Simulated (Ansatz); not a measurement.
Runs of Ansatz 0.2.0 on Co. The structure is trigonal, space group P-3m1 (No. 164). The conventional cell has a = 2.487 Å, b = 2.487 Å, c = 4.063 Å, α = 90.00°, β = 90.00°, γ = 120.00°. Around Co (site symmetry 3m) lie 12 Co at 2.42 to 2.55 Å.

```tsv
task	level	potentials or basis	cutoff (eV)	basis error allowed	pressure (GPa)	moment (μB)	V0 of scaled cells (Å³/atom)	B0 (GPa)	largest force (eV/Å)
band structure	PBEsol	all-electron LAPW, non-relativistic	328	0.001 eV/atom	-5.6	3.22	-	-	0.48
equation of state	PBEsol	all-electron LAPW, scalar-relativistic	-	0.001 eV/atom	-	-	10.41	233	-
equation of state	PBEsol	all-electron LAPW, scalar-relativistic	-	0.0005 eV/atom	-	-	10.41	233	-
band structure	PBEsol	all-electron LAPW, scalar-relativistic	328	0.001 eV/atom	-9.4	3.26	-	-	0.44
band structure	LDA	all-electron LAPW, scalar-relativistic	328	0.001 eV/atom	(a)	3.17	-	-	(b)
band structure	PBEsol	all-electron LAPW, inner shells corrected to Dirac's equation	328	0.001 eV/atom	-9.4	3.26	-	-	0.44
band structure	PBEsol	all-electron PAW datasets made for the crystal	340	-	-9.4	3.26	-	-	0.44
```

Alike in all rows: spin collinear, ferromagnetic start; cell as given; k mesh 12 × 12 × 7; smearing fermi-dirac 0.05 eV.

**Question.** Estimate the missing entries.

**Answer.** (a) -17.9; (b) 0.41.

Caveats: the cell was scaled at fixed shape and fractional positions, which overstates the stiffness of a crystal with free parameters, most of all of layers and chains (some runs).

Not every run made on this cell is shown here.
